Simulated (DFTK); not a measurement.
Nb under changes of volume

One of the cells (18.428 Å³/atom); the others are scaled copies at fixed shape and fractional positions:

```xyz
1
Lattice="-1.6640 1.6640 1.6640 1.6640 -1.6640 1.6640 1.6640 1.6640 -1.6640" Properties=species:S:1:pos:R:3 pbc="T T T"
Nb    0.0000    0.0000    0.0000
```

| Quantity | Value |
| --- | --- |
| Program | DFTK 0.8.2 |
| Functional | PBEsol |
| Potentials or basis | cp2k.nc.sr.pbe.v0_1.largecore.gth (PBE, GTH) |
| Cutoff | 1252 eV |
| k mesh | 9 × 9 × 9 |
| Occupations | fermi-dirac, width 0.05 eV |
| Spin | no spin polarisation |

| volume (Å³/atom) | energy over the lowest point (meV/atom) | pressure (GPa) |
| --- | --- | --- |
| 17.322 | 0.55 | 1.6 |
| 17.691 | 0.00 | -2.2 |
| 18.060 | 7.85 | -5.7 |
| 18.428 | ? | ? |
| 18.797 | 45.53 | -11.8 |
| 19.165 | 74.07 | -14.4 |
| 19.534 | 108.43 | -16.8 |

Q: What does the run at 18.428 Å³/atom give?

A: Energy over the lowest point 23.25 meV/atom; pressure -8.9 GPa.

Worked out: A Birch-Murnaghan fit of order 3 (a polynomial in V^(-2/3)) to the other rows has its minimum at 17.53 Å³/atom with B0 = V·E''(V) = 179 GPa and B' = 3.5. It gives 23.21 meV/atom at 18.428 Å³/atom, against the run's 23.25, and -dE/dV = -8.2 GPa, against -8.9.

Energies are extrapolated to zero smearing.

Caveats: GTH potentials come without recommended cutoffs, and this one wasn't checked for convergence; the potentials were made for another functional, which shifts forces and pressure.
